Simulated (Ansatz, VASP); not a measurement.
**Two plane-wave programs on Ni**

```
Ni
1.0
     0.00000    1.73757    1.73757
     1.73757    0.00000    1.73757
     1.73757    1.73757    0.00000
Ni
1
Direct
  0.00000 0.00000 0.00000
```

Alike in both runs: task single point; functional PBE; k mesh 13 × 13 × 13; occupations gaussian, width 0.026 eV; collinear spin, ferromagnetic start.

|  | VASP | Ansatz |
| --- | --- | --- |
| version | VASP 6.6.1 | Ansatz 0.2.0 |
| potentials or method | VASP PAW PBE potentials, release 64 (Ni) | Ansatz PAW |
| plane-wave cutoff (eV) | 520 | 420 |
| valence electrons in the cell | 10 | 18 |

VASP gave:

* gap on the k mesh at the Fermi level (eV): none
* pressure (GPa): 7.8
* net moment per atom (μB): 0.62
* size of the moment on the site where the two differ most (μB): 0.63

Which values does Ansatz return?

gap on the k mesh at the Fermi level (eV): none; pressure (GPa): 8.0; net moment per atom (μB): 0.64; size of the moment on the site where the two differ most (μB): 0.67.

Site moments also hang on the region over which each program counts them. A gap of «none» marks a metal or a gap that the smearing closes. With one functional, cell and mesh, what is left measures potentials, basis and numerics. The two sets of potentials don't hold the same shells in valence.
